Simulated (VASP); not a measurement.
# Mg (Fm-3m) in VASP: notebook, part 2 of 2

VASP 6.6.1. The steps go on from the part before.

## (5) Single point, PBE (random cell by space group and Wyckoff sites (Fm-3m, No. 225))

Contents of INCAR:

```
SYSTEM = Mg
  ALGO = Normal
  EDIFF = 1E-6
  ENCUT = 520
  GGA = PE
  ISIF = 2
  ISMEAR = 0
  LASPH = .TRUE.
  LCHARG = .FALSE.
  LREAL = .FALSE.
  LWAVE = .FALSE.
  NBANDS = 10
  NELM = 80
  PREC = Accurate
  SIGMA = 0.1
```

Contents of KPOINTS:

```
k-points
0
G
  4 4 4
  0 0 0
```

Contents of POSCAR:

```
Mg
1.0
    0.0000000000      3.4851185641      3.4851185641
    3.4851185641      0.0000000000      3.4851185641
    3.4851185641      3.4851185641      0.0000000000
Mg
3
Direct
    0.0000000000      0.0000000000      0.0000000000
    0.2500000000      0.2500000000      0.2500000000
    0.7500000000      0.7500000000      0.7500000000
```

Potentials or basis: VASP PAW PBE potentials, release 64 (Mg).

The run is started by

```bash
$ cat potpaw_PBE.64/Mg/POTCAR > POTCAR
$ mpirun -np 1 vasp_std > vasp.out
```

OUTCAR:

```text
SYSTEM = Mg
   EDIFF = 1E-6
   ENCUT = 520
   GGA = PE
   ISIF = 2
   ISMEAR = 0
   LASPH = .TRUE.
   LREAL = .FALSE.
   NELM = 80
   PREC = Accurate

 ion  position               nearest neighbor table
   1  0.000  0.000  0.000-   3 3.02   3 3.02   3 3.02   2 3.02   2 3.02   2 3.02   3 3.02   2 3.02

   2  0.250  0.250  0.250-   1 3.02   1 3.02   1 3.02   1 3.02   3 3.49   3 3.49   3 3.49   3 3.49
                             3 3.49   3 3.49
   3  0.750  0.750  0.750-   1 3.02   1 3.02   1 3.02   1 3.02   2 3.49   2 3.49   2 3.49   2 3.49
                             2 3.49   2 3.49
[... 285 lines left out ...]
  Direction    XX          YY          ZZ          XY          YZ          ZX
  --------------------------------------------------------------------------------------
  -------------------------------------------------------------------------------------
  Total       -0.0129230     -0.0129230     -0.0129230     -0.0000000      0.0000000     -0.0000000
  in kB       -0.2445632     -0.2445632     -0.2445632     -0.0000000      0.0000000     -0.0000000
  external PRESSURE =      -0.2445632 kB  Pullay stress =       0.0000000 kB

 VOLUME and BASIS-vectors are now :
 -----------------------------------------------------------------------------
  energy-cutoff  :      520.00
  volume of cell :       84.66
      direct lattice vectors                 reciprocal lattice vectors
     0.000000000  3.485118564  3.485118564    -0.143467142  0.143467142  0.143467142
     3.485118564  0.000000000  3.485118564     0.143467142 -0.143467142  0.143467142
     3.485118564  3.485118564  0.000000000     0.143467142  0.143467142 -0.143467142

 POSITION                                       TOTAL-FORCE (eV/Angst)
 -----------------------------------------------------------------------------------
      0.00000      0.00000      0.00000        -0.000000      0.000000     -0.000000
      1.74256      1.74256      1.74256         0.000000     -0.000000      0.000000
      5.22768      5.22768      5.22768        -0.000000     -0.000000     -0.000000
 -----------------------------------------------------------------------------------
    total drift:                                0.000000     -0.000000     -0.000000

  FREE ENERGIE OF THE ION-ELECTRON SYSTEM (eV)
  ---------------------------------------------------
  free  energy   TOTEN  =        -3.6269359586 eV

  energy  without entropy=       -3.6017401564  energy(sigma->0) =       -3.61433806
```

It took 9.7 s on 1 thread of AMD EPYC 7R43 (Zen 3), shared host; peak memory 0.19 GiB.

Results:

```yaml
Free_energy: -3.6269 eV
Pressure: 0.0 GPa
Band_gap_on_the_k_mesh: none (metal or under the smearing width)
```

Levels at points of the mesh, in eV from the Fermi level:
```csv
k point,band 1,band 2,band 3,band 4,band 5,band 6,band 7
"(0.00, 0.00, 0.00)",-6.23,2.02,2.02,2.02,2.37,2.37,2.37
"(0.50, 0.00, 0.00)",-4.29,-3.57,1.12,1.12,2.18,2.18,2.27
"(0.50, 0.50, 0.00)",-3.36,-3.18,-0.51,-0.51,-0.24,1.19,7.36
```

Caveat: the k mesh is coarse (spacing up to 0.39 Å⁻¹), so the values aren't converged.

## (6) Relaxation of cell and atoms, PBE (random cell by space group and Wyckoff sites (Fm-3m, No. 225))

Contents of INCAR:

```
  PREC = Accurate
  ENCUT = 600
  EDIFF = 1E-6
  ISMEAR = 0
  SIGMA = 0.1
  LREAL = F
  LASPH = T
  NELM = 80
  ALGO = Fast
  ISIF = 3
  LWAVE = F
  LCHARG = F
  GGA = PE
  IBRION = 2
  NSW = 90
  EDIFFG = -0.04
```

Contents of KPOINTS:

```
Automatic mesh
0
Gamma
  4 4 4
```

Contents of POSCAR:

```
Mg
1.0
    0.0000000000      3.4132876300      3.4132876300
    3.4132876300      0.0000000000      3.4132876300
    3.4132876300      3.4132876300      0.0000000000
Mg
3
Direct
    0.0000000000      0.0000000000      0.0000000000
    0.2500000000      0.2500000000      0.2500000000
    0.7500000000      0.7500000000      0.7500000000
```

Potentials or basis: VASP PAW PBE potentials, release 64 (Mg).

The run is started by

```bash
$ cat potpaw_PBE.64/Mg/POTCAR > POTCAR
$ mpirun -np 1 vasp_std > vasp.out
```

It took 20 s on 1 thread of AMD EPYC 7R43 (Zen 3), shared host; peak memory 0.2 GiB.

The run converged. Its results:

| Quantity | Value |
| --- | --- |
| Free energy | -3.6270 eV |
| Relaxed volume | 28.23 Å³/atom |
| Relaxed cell | a = 4.929 Å, b = 4.929 Å, c = 4.929 Å, α = 60.00°, β = 60.00°, γ = 60.00° |
| Space group after relaxing (to 0.05 Å) | Fm-3m (No. 225) |
| Energy gained by relaxing | 8.6 meV/atom |
| Ionic steps | 3 |
| Pressure after relaxing | 0.0 GPa |
| Band gap on the k mesh | none (metal or under the smearing width) |

Step by step:
| step | energy change (eV) | largest force (eV/Å) | pressure (GPa) | volume (Å³) |
| --- | --- | --- | --- | --- |
| 1 | 0.0000 | 0.0000 | 1.73 | 79.53 |
| 2 | -0.0231 | 0.0000 | 0.52 | 82.88 |
| 3 | -0.0258 | 0.0000 | -0.04 | 84.69 |

Final structure:
```
Mg
1.0
     0.00000    3.48558    3.48558
     3.48558    0.00000    3.48558
     3.48558    3.48558    0.00000
Mg
3
Direct
  0.00000 0.00000 0.00000
  0.25000 0.25000 0.25000
  0.75000 0.75000 0.75000
```

Levels at points of the mesh, in eV from the Fermi level:
| k point | band 1 | band 2 | band 3 | band 4 | band 5 |
| --- | --- | --- | --- | --- | --- |
| (0.00, 0.00, 0.00) | -6.23 | 2.02 | 2.02 | 2.02 | 2.37 |
| (0.50, 0.00, 0.00) | -4.29 | -3.57 | 1.12 | 1.12 | 2.18 |
| (0.50, 0.50, 0.00) | -3.35 | -3.18 | -0.51 | -0.51 | -0.24 |

Caveat: the k mesh is coarse (spacing up to 0.40 Å⁻¹), so the values aren't converged.

## (7) Single point, PBE

Contents of INCAR:

```
SYSTEM = Mg
PREC = Accurate
ENCUT = 520
EDIFF = 1E-6
ISMEAR = 0
SIGMA = 0.1
LREAL = .False.
LASPH = .True.
NELM = 100
ALGO = Normal
ISIF = 2
LWAVE = .False.
LCHARG = .False.
GGA = PE
NBANDS = 10
```

Contents of KPOINTS:

```
Automatic mesh
0
Gamma
  12 12 12
  0 0 0
```

Contents of POSCAR:

```
Mg
1.0
    0.0000000000      3.4834979519      3.4834979519
    3.4834979519      0.0000000000      3.4834979519
    3.4834979519      3.4834979519      0.0000000000
Mg
3
Direct
    0.0000000000      0.0000000000      0.0000000000
    0.2500000000      0.2500000000      0.2500000000
    0.7500000000      0.7500000000      0.7500000000
```

The run is started by

```bash
$ cat potpaw_PBE.64/Mg/POTCAR > POTCAR
$ mpirun -np 1 vasp_std > vasp.out
```

It took 70 s on 1 thread of AMD EPYC 7R43 (Zen 3), shared host; peak memory 0.21 GiB.

Results (log left out):

```
Free energy            : -3.6406 eV
Pressure               : -0.1 GPa
Band gap on the k mesh : none (metal or under the smearing width)
```

Levels at points of the mesh, in eV from the Fermi level:
```csv
k point,band 1,band 2,band 3,band 4,band 5,band 6
"(0.00, 0.00, 0.00)",-6.03,2.23,2.23,2.23,2.58,2.58
"(0.50, 0.00, 0.00)",-4.09,-3.37,1.32,1.32,2.39,2.39
"(0.50, 0.50, 0.00)",-3.15,-2.98,-0.31,-0.31,-0.03,1.40
```

## (8) Summary

| task | cell | k mesh | cutoff (eV) | mesh quality | gap on the mesh (eV) | pressure (GPa) | relaxed volume (Å³/atom) |
| --- | --- | --- | --- | --- | --- | --- | --- |
| single point | random cell by space group and Wyckoff sites (Fm-3m, No. 225) | 12 × 12 × 12 | 520 | not flagged | none | -0.1 | - |
| relaxation of cell and atoms | relaxed from: random cell by space group and Wyckoff sites (Fm-3m, No. 225) | 12 × 12 × 12 | 600 | not flagged | none | 0.0 | 28.14 |
| single point | random cell by space group and Wyckoff sites (Fm-3m, No. 225) | 4 × 4 × 4 | 520 | coarse | none | 0.0 | - |
| relaxation of cell and atoms | relaxed from: random cell by space group and Wyckoff sites (Fm-3m, No. 225) | 4 × 4 × 4 | 600 | coarse | none | 0.0 | 28.23 |
| single point | as given | 12 × 12 × 12 | 520 | not flagged | none | -0.1 | - |

Alike in all rows: level PBE; potentials or basis VASP PAW PBE potentials, release 64 (Mg); no spin polarisation; smearing gaussian 0.1 eV.

Caveats: some runs use coarse meshes.

Total energies depend on the potentials used, so only differences within one code and one set of settings carry meaning.
